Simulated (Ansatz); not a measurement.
Write the native input for Ansatz 0.2.0 that does the following.

* Task: relaxation of cell and atoms
* Functional: PBE
* Potentials or basis: Ansatz PAW
* Cutoff: 420 eV (not typed: the program's choice for these potentials)
* k mesh: 6 × 6 × 6
* Occupations: fermi-dirac, width 0.05 eV
* Spin: no spin polarisation
* Target pressure: 2 GPa
* Target pressure (GPa): 2

Crystal: TiO2.

```
Ti O
1.0
    -4.35076    4.35076    1.88756
     4.35076   -4.35076    1.88756
     4.35076    4.35076   -1.88756
Ti O
4 8
Direct
  0.29228 0.99714 0.28943
  0.00286 0.29228 0.29514
  0.99714 0.70772 0.70486
  0.70772 0.00286 0.71057
  0.49886 0.84922 0.34808
  0.16166 0.15960 0.32126
  0.15078 0.49886 0.64965
  0.15960 0.83834 0.99794
  0.84040 0.16166 0.00206
  0.84922 0.50114 0.35035
  0.83834 0.84040 0.67874
  0.50114 0.15078 0.65192
```

Measurements of this composition are mostly on another form, of space group No. 141.

One way to write it, as run:

input.yaml

```yaml
crystal:
  lattice:
    - [-4.3507577183, 4.3507577183, 1.8875555959]
    - [4.3507577183, -4.3507577183, 1.8875555959]
    - [4.3507577183, 4.3507577183, -1.8875555959]
  atoms:
    - { symbol: Ti, position: [0.292281705, 0.997144755, 0.28942646] }
    - { symbol: Ti, position: [0.002855245, 0.292281705, 0.29513695] }
    - { symbol: Ti, position: [0.997144755, 0.707718295, 0.70486305] }
    - { symbol: Ti, position: [0.707718295, 0.002855245, 0.71057354] }
    - { symbol: O, position: [0.498863825, 0.849215285, 0.34807911] }
    - { symbol: O, position: [0.16166202, 0.1596026, 0.32126462] }
    - { symbol: O, position: [0.150784715, 0.498863825, 0.64964854] }
    - { symbol: O, position: [0.1596026, 0.83833798, 0.99794058] }
    - { symbol: O, position: [0.8403974, 0.16166202, 0.00205942] }
    - { symbol: O, position: [0.849215285, 0.501136175, 0.35035146] }
    - { symbol: O, position: [0.83833798, 0.8403974, 0.67873538] }
    - { symbol: O, position: [0.501136175, 0.150784715, 0.65192089] }
hamiltonian:
  xc: pbe
  pseudopotentials: { kind: paw }
kpoints:
  mp_grid: { grid: [6, 6, 6] }
scf:
  occupations: { method: fermi_dirac, width: 0.05 }
output:
  forces: true
  stress: true
  eigenvalues: true
  write_density: true
  write_potential: true
  elf: true
  volumetric_format: npy
relax:
  f_tol: 0.01
  max_steps: 40
  cell: { stress_tol: 0.05, p_target: 2.0 }
```

Potentials or basis: Ansatz PAW.

Launch:

```bash
$ ansatz run input.yaml --threads 4 --pin off --max-ram 11264MiB --backend cpu --events-out ev --progress --plain --runs-dir out
```

Results of the run:

- Relaxed volume: 12.02 Å³/atom
- Relaxed cell: a = 6.470 Å, b = 6.470 Å, c = 6.470 Å, α = 94.85°, β = 94.85°, γ = 146.18°
- Space group after relaxing (to 0.05 Å): I4/m (No. 87)
- Energy change on relaxing (the enthalpy is what falls): -2.6 meV/atom
- Ionic steps: 8
- Pressure after relaxing: 2.0 GPa
- Band gap on the k mesh: 1.91 eV, indirect (least direct gap 2.56 eV)

Caveat: the plane-wave basis is chosen anew once the cell has moved, so the energies of steps on either side of that aren't comparable; the pressure holds a Pulay correction of +0.6 GPa for the finite cutoff.

It took 68 s on 4 threads of Arm Neoverse V1, with other jobs on the host, peak memory 0.7 GiB.
